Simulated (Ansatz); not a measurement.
## Structure optimisation: indium, fcc

Theory: Ansatz 0.2.0, DFT, BLYP, plane waves (420 eV) with PAW, scalar-relativistic. (PAW data from PBE, frozen cores regenerated.)

k-point mesh 12×12×12, Fermi-Dirac smearing 0.1 eV, no spin polarisation. Cell and atoms relax.

Starting structure:

```yaml
crystal:
  lattice:
    - [0.0, 2.3556547913, 2.3556547913]
    - [2.3556547913, 0.0, 2.3556547913]
    - [2.3556547913, 2.3556547913, 0.0]
  atoms:
    - { symbol: In, position: [0.0, 0.0, 0.0] }
hamiltonian:
  xc: blyp
  pseudopotentials:
    kind: paw
    azcp:
      In: "pseudopotentials/In.paw.azcp"
basis:
  ecutwfc: 420
  fft_grid_basis: typed
kpoints:
  mp_grid: { grid: [12, 12, 12], shift: [0, 0, 0] }
magnetization:
  spin_polarized: false
scf:
  occupations: { method: fermi_dirac, width: 0.1 }
relax:
  max_steps: 60
  f_tol: 0.01
  cell: {}
output:
  write_density: true
  write_potential: true
  elf: true
  volumetric_format: npy
```

What cell does the relaxation end in?

Fm-3m with a = 4.991 Å; 31.08 Å³ per atom against 26.14 at the start (18.9 %).

How much energy does the relaxation gain?

78.6 meV per atom.

Path of the relaxation (the plane waves are chosen anew near the end, which can shift the energy a little):

| step | E − E(final) (meV/atom) | V (Å³/atom) | P (GPa) | max force (eV/Å) |
| --- | --- | --- | --- | --- |
| 0 | 78.58 | 26.144 | 6.10 | 0.000 |
| 1 | 4.77 | 29.758 | 1.11 | 0.000 |
| 2 | 0.78 | 30.704 | 0.31 | 0.000 |
| 3 | 0.45 | 31.080 | 0.02 | 0.000 |
| 4 | 0.00 | 31.080 | 0.01 | 0.000 |
